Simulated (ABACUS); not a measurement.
**Nb: equation of state with BLYP**

**Measured values to compare with.**

From “Pressure effects on the electronic structure and superconductivity of (TaNb)0.67(HfZrTi)0.33 high entropy alloy”, 2019, arxiv:1910.08312, for a bulk crystal of Nb: bulk modulus 169 GPa.

Crystal: Nb.

```
Nb
1.0
    -1.66395    1.66395    1.66395
     1.66395   -1.66395    1.66395
     1.66395    1.66395   -1.66395
Nb
1
Direct
  0.00000 0.00000 0.00000
```

| Property | Result |
| --- | --- |
| Program | ABACUS 3.10.1 |
| Task | equation of state |
| Functional | BLYP |
| Potentials or basis | SG15 ONCV 1.2 PBE |
| Cutoff | 1116 eV |
| Density cutoff | 4463 eV |
| Basis | plane waves |
| k mesh | 9 × 9 × 9 |
| Occupations | fermi-dirac, width 0.05 eV |
| Spin | no spin polarisation |
| Radial cutoff of the potentials (pseudo_rcut) | 10 bohr |
| SCF threshold on the density | 1e-08 |
| Max SCF steps | 100 |
| Eigensolver | dav |
| Mixing | broyden |
| Mixing share | 0.7 |
| Symmetry key | 1 |
| Bands | 11 |

- Equilibrium volume: 18.79 Å³/atom
- Bulk modulus: 157 GPa
- Pressure derivative of the bulk modulus: 4.0 (rough: it moves with the points fitted)

Energy against volume, from the lowest point:
| volume (Å³/atom) | energy (meV/atom) |
| --- | --- |
| 17.322 | 64.50 |
| 18.060 | 14.93 |
| 18.797 | 0.00 |
| 19.534 | 13.48 |

All runs of the series together: 6.2 s on 4 threads of Intel(R) Xeon(R) Platinum 8488C (Sapphire Rapids), on a shared host.

Measured bulk modulus of Nb: 169 GPa (quoted in “Pressure effects on the electronic structure and superconductivity of (TaNb)0.67(HfZrTi)0.33 high entropy alloy”, 2019, arxiv:1910.08312). This calculation gives 157 GPa (-7.0 %). The fit is for a static lattice scaled at fixed shape and fixed fractional positions.

Caveat: the potentials were made for another functional, which shifts forces and pressure. BLYP gives volumes clearly too large for solids.
